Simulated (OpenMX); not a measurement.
The system is SnSe2.

```
CELL_PARAMETERS angstrom
3.81100 0.00000 0.00000
-1.90550 3.30042 0.00000
0.00000 0.00000 6.13600
ATOMIC_POSITIONS crystal
Sn 0.00000 0.00000 0.00000
Se 0.66667 0.33333 0.75100
Se 0.33333 0.66667 0.24900
```

Base run:

```yaml
Program: OpenMX 3.8.5
Functional: PBE
Potentials_or_basis: OpenMX 2013 PBE set, Sn7.0-s3p2d2, Se7.0-s3p2d2, grid cutoff 500 Ry
k_mesh: 7 × 7 × 5
Occupations: fermi-dirac, width 0.05 eV
Spin: no spin polarisation
```

Its results: band gap on the k mesh 0.75 eV, indirect (least direct gap 1.13 eV); pressure 7.0 GPa; largest force 1.110 eV/Å.

Q: The run is repeated on the same cell with these changes: potentials or basis from OpenMX 2013 PBE set, Sn7.0-s3p2d2, Se7.0-s3p2d2, grid cutoff 500 Ry to OpenMX 2013 PBE set, Sn7.0-s3p2d2f1, Se7.0-s3p2d2f1, grid cutoff 500 Ry; k mesh from 7 × 7 × 5 to 9 × 9 × 5. What comes out?

A: Band gap on the k mesh 0.63 eV, indirect (least direct gap 1.14 eV); pressure 6.3 GPa; largest force 1.024 eV/Å.

Caveats: spin-orbit coupling is left out, which moves the levels of the heavy elements; this functional lacks dispersion, which binds the layers, so the pressure and a relaxed spacing across them are unreliable; the basis of atomic orbitals isn't converged, which shifts pressures, moduli and gaps; forces of over 1 eV/Å show positions far from the minimum, so gaps and moduli don't describe the material at rest.

A k mesh can miss the band edges.
